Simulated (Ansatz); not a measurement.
# ZrS₂: zone-centre modes

These are results of DFT PBEsol, scalar-relativistic, plane waves, PAW in Ansatz 0.2.0, not measurements. Plane waves to 420 eV; Γ-centred k mesh 12×12×6; fixed occupations. No spin polarisation. Phonons by linear response, acoustic sum rule imposed.

The cell, relaxed at this level:
```
CELL_PARAMETERS angstrom
3.62737 0.00000 0.00000
-1.81369 3.14140 0.00000
0.00000 0.00000 5.88676
ATOMIC_POSITIONS crystal
Zr 0.00000 0.00000 0.00000
S 0.66667 0.33333 0.75316
S 0.33333 0.66667 0.24684
```

The crystal is built of layers and no dispersion correction was added, so the binding between them is poorly described, and with it their spacing and whatever depends on it.

Question: Is this structure stable against zone-centre distortions?

Answer: Yes, at Γ: no optical mode is imaginary. Strains and other wave vectors aren't tested by this run.

Question: List the optical modes at Γ without the LO field (i marks imaginary ones).

Answer:
```
frequency (meV) degeneracy IR intensity of the level ((D/Å)²/amu) Raman activity of the level (Å⁴/amu)
           19.7           2                                   60.19                                   0.0
           31.0           2                                    0.00                                 204.9
           38.8           1                                    0.00                                2374.2
           40.1           1                                    2.32                                   0.0
```

Cost: 1 run of about 31 core-minutes, on Arm Neoverse V1 (shared hosts).